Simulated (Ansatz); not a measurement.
Take a crystal in which Mo has been replaced by Pd on all its sites, with the cell rescaled by a rough guess (in some cases also distorted within its space group) and nothing relaxed:

```
CELL_PARAMETERS angstrom
0.00000 1.86984 1.86984
1.86984 0.00000 1.86984
1.86984 1.86984 0.00000
ATOMIC_POSITIONS crystal
Pd 0.00000 0.00000 0.00000
```

All numbers below come from Ansatz, DFT PBE, scalar-relativistic, plane waves, PAW.

Plane waves to 420 eV, a k mesh through Γ of 20×20×20 on the computed 1-atom cell and Gaussian smearing (0.10 eV); no spin polarisation.

Will this cell want to expand or contract, and how hard?

The pressure is 41.0 GPa (positive in compression), so the cell would expand.

Is it a metal on this mesh?

Yes, a band crosses the Fermi level.